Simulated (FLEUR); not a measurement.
**SrO under changes of volume**

One of the cells (16.901 Å³/atom); the others are scaled copies at fixed shape and fractional positions:

```
Sr O
1.0
     0.00000    2.56630    2.56630
     2.56630    0.00000    2.56630
     2.56630    2.56630    0.00000
Sr O
1 1
Direct
  0.50000 0.50000 0.50000
  0.00000 0.00000 0.00000
```

| Item | Value |
| --- | --- |
| Program | FLEUR MaX-R8.1 (later development tree) |
| Functional | r2SCAN |
| Potentials or basis | all-electron |
| Basis | FLAPW |
| Kmax | 4.1 1/bohr |
| k mesh | 9 × 9 × 9 |
| Occupations | fermi-dirac, width 0.05 eV |
| Spin | no spin polarisation |

```tsv
volume (Å³/atom)	energy over the lowest point (meV/atom)	gap on the mesh (eV)
15.887	?	?
16.225	15.50	3.81
16.901	0.00	3.83
17.577	1.96	3.84
17.915	8.00	3.83
```

Question: What does the run at 15.887 Å³/atom give?

Answer: Energy over the lowest point 30.95 meV/atom; gap on the mesh 3.80 eV.

Worked out: A Birch-Murnaghan fit of order 2 (a polynomial in V^(-2/3)) to the other rows has its minimum at 17.16 Å³/atom with B0 = V·E''(V) = 95 GPa. It gives 30.71 meV/atom at 15.887 Å³/atom, against the run's 30.95. A parabola through the other rows of the gap, of slope 1.04 eV per unit of ln V there, extrapolates to 3.79 eV, against the run's 3.80.

Energies are extrapolated to zero smearing.

Caveats: the meta-GGA is that of a development version, with a GGA for the radial functions and cores and without core tails; an odd mesh through Γ misses points on the zone boundary, where band edges often lie. Spin-orbit coupling on Sr is left out.
